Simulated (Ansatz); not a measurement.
**PbSe: a tetragonal deformation path**

This session takes PbSe and sets out to follow a tetragonal deformation at fixed volume.

Program: Ansatz 0.2.0. Level of theory: DFT PBE, scalar-relativistic, plane waves, PAW. These are calculated values, not measurements.

### 1 The starting structure

The structure is cubic, space group Fm-3m (No. 225). The conventional cell has a = 6.124 Å, b = 6.124 Å, c = 6.124 Å, α = 90.00°, β = 90.00°, γ = 90.00°. Around Pb (site symmetry m-3m) lie 6 Se at 3.06 Å. Se (site symmetry m-3m) has 6 Pb at 3.06 Å in its first shell of neighbours.

Coordinates:

```cif
data_structure
_symmetry_space_group_name_H-M 'P 1'
_symmetry_Int_Tables_number 1
_cell_length_a 4.3305
_cell_length_b 4.3305
_cell_length_c 4.3305
_cell_angle_alpha 60.000
_cell_angle_beta 60.000
_cell_angle_gamma 60.000
_cell_volume 57.43
loop_
_atom_site_label
_atom_site_type_symbol
_atom_site_fract_x
_atom_site_fract_y
_atom_site_fract_z
_atom_site_occupancy
Pb1 Pb 0.00000 0.00000 0.00000 1
Se1 Se 0.50000 0.50000 0.50000 1
```

No relaxation comes first: the listed cell is the starting point.

### 2 The undisturbed cell

The input, input.yaml:

```yaml
crystal:
  lattice:
    - [0.0, 3.06215, 3.06215]
    - [3.06215, 0.0, 3.06215]
    - [3.06215, 3.06215, 0.0]
  atoms:
    - { symbol: Pb, position: [0.0, 0.0, 0.0] }
    - { symbol: Se, position: [0.5, 0.5, 0.5] }
basis:
  ecutwfc: 420
kpoints:
  mp_grid: { grid: [10, 10, 10] }
hamiltonian:
  xc: pbe
scf:
  occupations: { method: gaussian, width: 0.03 }
output:
  forces: true
  stress: true
  eigenvalues: true
```

Started as:

```bash
$ ansatz run input.yaml --threads 1 --pin off --max-ram 2560MiB --backend cpu --events-out ev --progress --plain --runs-dir out
```

The session goes on with these runs: ρ = 0.707; ρ = 1.414; point ρ = 0.850; ρ = 1.200; At ρ = 0.780; point ρ = 1.300; At ρ = 0.920; ρ = 1.100; At ρ = 0.650; At ρ = 1.500; point ρ = 0.960; At ρ = 1.050.

What does the calculation give? Wanted: highest point.

**Answer**, as computed:

| quantity | value |
| --- | --- |
| highest point | 1845.4 meV/atom at ρ = 0.650 |

In words: No sampled point lies below the undisturbed cell. No sampled point inside the path is a dip, apart from those named. The gap on the mesh, 0.29 eV at the start, reads zero at ρ = 0.650. Spin-orbit coupling is left out, which matters for the bands of Pb.
